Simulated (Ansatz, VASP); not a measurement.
# Ga in VASP and in Ansatz

POSCAR

```
Ga
1.0
   -1.6880552095      1.6880552095      1.6880552095
    1.6880552095     -1.6880552095      1.6880552095
    1.6880552095      1.6880552095     -1.6880552095
Ga
1
Direct
    0.0000000000      0.0000000000      0.0000000000
```

INCAR.step1

```
SYSTEM = Ga
PREC = Accurate
ENCUT = 520
ISMEAR = 0
SIGMA = 0.05
LREAL = .False.
LASPH = .True.
NELM = 100
NBANDS = 12
GGA = PE
ALGO = Normal
EDIFF = 1E-4
LWAVE = .True.
LCHARG = .False.
```

The input INCAR.step2:

```
SYSTEM = Ga
PREC = Accurate
ENCUT = 520
EDIFF = 1E-6
ISMEAR = 0
SIGMA = 0.05
LREAL = .False.
LASPH = .True.
NELM = 100
ALGO = Normal
ISIF = 2
LWAVE = .False.
LCHARG = .False.
METAGGA = R2SCAN
LMIXTAU = .True.
NBANDS = 12
ISTART = 1
```

File KPOINTS:

```
Automatic mesh
0
Gamma
  18 18 18
  0 0 0
```

Input for Ansatz:

```yaml
crystal:
  lattice:
    - [-1.6880552095, 1.6880552095, 1.6880552095]
    - [1.6880552095, -1.6880552095, 1.6880552095]
    - [1.6880552095, 1.6880552095, -1.6880552095]
  atoms:
    - { symbol: Ga, position: [0.0, 0.0, 0.0] }
basis:
  ecutwfc: 500
  ecutrho_ratio: 4
kpoints:
  mp_grid: { grid: [18, 18, 18] }
hamiltonian:
  xc: r2scan
scf:
  occupations: { method: gaussian, width: 0.05 }
output:
  forces: true
  stress: true
  eigenvalues: true
```

The cell was built by a generator and needn't be a form met in nature.

Alike in both runs: task single point; functional r2SCAN; k mesh 18 × 18 × 18; occupations gaussian, width 0.05 eV; no spin polarisation.

|  | VASP | Ansatz |
| --- | --- | --- |
| version | VASP 6.6.1 | Ansatz 0.2.0 |
| potentials or method | VASP PAW PBE potentials, release 64 (Ga_d) | scalar-relativistic, plane waves, PAW |
| plane-wave cutoff (eV) | 520 | 500 |
| valence electrons in the cell | 13 | 13 |

|  | VASP | Ansatz | Ansatz less VASP |
| --- | --- | --- | --- |
| gap on the k mesh at the Fermi level (eV) | none | none | - |
| pressure (GPa) | -2.9 | -2.9 | +0.05 |

A gap of «none» marks a metal or a gap that the smearing closes.

Caveats: the PAW data sets were made with another functional, which shifts forces and pressure a little (VASP).
